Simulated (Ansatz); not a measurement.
**MoP: pressure up to the limit of the methods**

The task here is to estimate one member of a computed series from the others.

Computed with Ansatz 0.2.0 (DFT, r2SCAN, PAW with Ansatz's default frozen-core files, scalar-relativistic, unless a step's input says otherwise).

## The structure to begin with

Symmetry: P-6m2, No. 187, hexagonal system. The conventional cell has a = 3.223 Å, b = 3.223 Å, c = 3.191 Å, α = 90.00°, β = 90.00°, γ = 120.00°. Mo (site symmetry -6m2) is surrounded by 6 P at 2.45 Å. P (site symmetry -6m2) is surrounded by 6 Mo at 2.45 Å.

As a file:

```cif
data_structure
_symmetry_space_group_name_H-M 'P-6m2'
_symmetry_Int_Tables_number 187
_cell_length_a 3.2230
_cell_length_b 3.2230
_cell_length_c 3.1910
_cell_angle_alpha 90.000
_cell_angle_beta 90.000
_cell_angle_gamma 120.000
_cell_volume 28.71
loop_
_atom_site_label
_atom_site_type_symbol
_atom_site_symmetry_multiplicity
_atom_site_Wyckoff_symbol
_atom_site_fract_x
_atom_site_fract_y
_atom_site_fract_z
_atom_site_occupancy
Mo1 Mo 1 a 0.00000 0.00000 0.00000 1
P1 P 1 d 0.33333 0.66667 0.50000 1
```

The file gives the conventional cell by its symmetry; the runs use the cell typed in the input.

Whether this phase is the stable one at these pressures isn't tested.

Atoms are numbered in the order of the input: Mo1, P2.

The first run:

Contents of input.yaml:

```yaml
crystal:
  lattice:
    - [3.223, 0.0, 0.0]
    - [-1.6115, 2.7911998764, 0.0]
    - [0.0, 0.0, 3.191]
  atoms:
    - { symbol: Mo, position: [0.0, 0.0, 0.0] }
    - { symbol: P, position: [0.3333333333, 0.6666666667, 0.5] }
kpoints:
  mp_grid: { grid: [13, 13, 11] }
scf:
  occupations: { method: fermi_dirac, width: 0.05 }
hamiltonian:
  xc: r2scan
  pseudopotentials: { kind: paw }
output:
  forces: true
  stress: true
relax:
  f_tol: 0.01
  max_steps: 30
  cell: { stress_tol: 0.05, fix: [volume] }
```

Run with:

```bash
> ansatz run input.yaml --threads 1 --pin off --max-ram 2048MiB --backend cpu --events-out ev --progress --plain --runs-dir out
```

Among the steps run: Shape and atoms relaxed at the given volume, PAW; Volume scaled by 1, PAW; Shape and atoms relaxed at 0.85 of the volume, PAW; Volume scaled by 0.85, PAW; Shape and atoms relaxed at 0.65 of the volume, PAW; Volume scaled by 0.65, PAW; Shape and atoms relaxed at 0.4 of the volume, PAW; More of the same log: shape and atoms relaxed at 0.4 of the volume; Volume scaled by 0.4, PAW.

One of the session's tables, all rows but one given; the rest of the session is left out.

| method | volume over the first | volume (Å³/atom) | pressure (GPa) |
| --- | --- | --- | --- |
| PAW | 1 | 14.353 | 1.04 |
| PAW | 0.85 | ? | ? |
| PAW | 0.65 | 9.330 | 241.68 |
| PAW | 0.4 | 5.741 | 1181.31 |

**Question.** Estimate the row for PAW, 0.85.

As computed: volume (Å³/atom): 12.200; pressure (GPa): 53.79. In the column «volume (Å³/atom)» it lies between PAW, 0.65 (9.330) and PAW, 1 (14.353).

Limits of these values: Warnings in the runs' records: gradients without spin orbit.
